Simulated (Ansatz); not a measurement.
Band structure of V

```yaml
crystal:
  lattice:
    - [-1.51300, 1.51300, 1.51300]
    - [1.51300, -1.51300, 1.51300]
    - [1.51300, 1.51300, -1.51300]
  atoms:
    - { symbol: V, position: [0.00000, 0.00000, 0.00000] }
```

The cell comes from COD entry 7101267, which wasn't checked; take it as a given geometry.

Theory: Ansatz 0.2.0, DFT, PBE, all-electron LAPW, Dirac equation with spin-orbit coupling.

Settings: a Γ-centred 19×19×19 k mesh, Fermi–Dirac smearing of 0.03 eV, basis error target 1 meV/atom, spin-polarised from start moments V 1.5 μB, magnetisation along z, ending with a spin moment of 0.00 μB in the cell.

Points in fractions of the reciprocal vectors of this cell: Γ (0, 0, 0), H (0.5, -0.5, 0.5), N (0, 0, 0.5), P (0.25, 0.25, 0.25). The path joins them by straight lines in the order Γ–H–N–Γ–P–H–P–N; legs that retrace an earlier one aren't tabulated. Energies are in eV from the Fermi level.

**Question.** Is there a gap?

**Answer.** none: bands cross the Fermi level, a metal.

**Question.** List the levels between -5 and 5 eV at the symmetry points.

**Answer.** 
Γ: 0.40 (×4), 0.44 (×2), 2.36 (×4)
H: -2.86 (×4), 3.59 (×4), 3.64 (×2)
N: -3.08 (×2), -1.07 (×2), 1.54 (×2), 2.35 (×2), 2.70 (×2), 3.98 (×2)
P: -1.10 (×2), -1.08 (×4), 2.76 (×4)
